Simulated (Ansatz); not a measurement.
## TiPbO₃, space group Pm-3m: a displacement scan with seeded SCF runs, step by step

Program: Ansatz 0.2.0, Python API.

Notebook, run cell by cell (the value of a cell's last expression is shown):

In [1]:
```python
import ansatz as az
import numpy as np
```

In [2]:
```python
MESH = (4, 4, 4)
OCCUPATIONS = "fixed"
```

In [3]:
```python
lattice = az.Lattice.of(
    [3.9639, 0.0, 0.0],
    [0.0, 3.9639, 0.0],
    [0.0, 0.0, 3.9639],
)
sites = [
    ("Ti", [0.5, 0.5, 0.5]),
    ("Pb", [0.0, 0.0, 0.0]),
    ("O", [0.0, 0.5, 0.5]),
    ("O", [0.5, 0.0, 0.5]),
    ("O", [0.5, 0.5, 0.0]),
]
tipbo3 = az.Crystal(lattice=lattice)
for symbol, position in sites:
    tipbo3 = tipbo3.atom(symbol, position)
```

In [4]:
```python
tipbo3.resolved().sites[-1]
```
Out [4]:
```text
Site(symbol='O', position=(0.5, 0.5, 0.0), moment=None, axis=None, held=None, saved=None)
```

In [5]:
```python
start = np.array(tipbo3.resolved().sites[2].position)
previous, rows = None, []
for step in range(5):
    target = start + step * 0.005 * np.eye(3)[0]
    model = (
        tipbo3.move(2, to=target).calculation()
        .pseudopotentials("paw")
        .kpoints(*MESH)
        .occupations(OCCUPATIONS)
        .forces()
    )
    session = model.session()
    if previous is not None:
        session.seed_next_step(previous)
    previous = session.plan(retain="density").execute()
    summary = previous.report
    shift = float(np.linalg.norm((target - start) @ np.array(summary["lattice"]["cell_ang"])))
    rows.append((step, shift, summary["lagrangian_ev"], float(np.linalg.norm(summary["forces_ev_ang"][2])), summary["n_iterations"], summary["n_symmetry_ops"]))
rows = [(row[0], row[1], 1000 * (row[2] - rows[0][2]), *row[3:]) for row in rows]
lines = [",".join(["step", "moved A", "dE meV", "force on it eV/A", "iterations", "symmetry operations"])] + [",".join(f"{v:.4f}" if isinstance(v, float) else str(v) for v in row) for row in rows]
print("\n".join(lines))
with open("walk.csv", "w") as handle:
    handle.write("\n".join(lines) + "\n")
```
```text
DeckWarning: basis.ecutwfc = 420 eV, auto-derived from the records' recommended cutoffs: set by Ti (normal level)
step,moved A,dE meV,force on it eV/A,iterations,symmetry operations
0,0.0000,0.0000,0.0000,6,48
1,0.0198,1.4143,0.1431,6,8
2,0.0396,5.6995,0.2904,7,8
3,0.0595,12.9819,0.4462,7,8
4,0.0793,23.4704,0.6146,7,8
```

Notes:
- The run is spin-unpolarised.
- Of the deposited cell: it was measured well above room temperature.
- Spin-orbit coupling, which matters for elements this heavy, is left out.
- No functional is typed, so the default, PBE, holds.
- The structure is a deposited one; some such entries were measured under pressure or heat, so a shift against it needn't be the functional's error alone.
- Warnings are shown shortened and without file and line.
- The first step keeps the crystal's symmetry; the moved atom lowers it.
- Run time: 3.5 s on 1 thread of AMD EPYC 9R45 96-Core Processor (Zen 5) (shared host), peak memory 0.45 GiB.

(Lines on the test bed's own set-up are left out of the output.)
